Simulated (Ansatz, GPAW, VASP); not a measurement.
InAs: programs and potentials compared

```xyz
2
Lattice="0.0000 3.0180 3.0180 3.0180 0.0000 3.0180 3.0180 3.0180 0.0000" Properties=species:S:1:pos:R:3 pbc="T T T"
In    0.0000    0.0000    0.0000
As    4.5270    4.5270    4.5270
```

Alike in all runs: task single point; functional PBE; k mesh 8 × 8 × 8; occupations gaussian, width 0.027 eV; no spin polarisation; no spin-orbit coupling. A missing gap at this level doesn't show that the real crystal is a metal. Pressure is positive in compression and, in plane waves, holds the error of the finite cutoff.

```csv
program and potentials,plane-wave cutoff (eV),notes,band gap (eV),pressure (GPa)
"GPAW, GPAW PAW data sets (gpaw-data 1.2.1)",600,-,no gap,4.04
"Ansatz, all-electron LAPW, scalar-relativistic",-,-,no gap,4.30
"VASP, PBE PAW files As, In_d, 520 eV",520,-,?,?
```

Question: Estimate from the other rows what the run with VASP, PBE PAW files As, In_d, 520 eV gave.

Answer: No band gap; pressure 4.36 GPa. The other rows, which needn't bracket it: pressure 4.04 to 4.30.
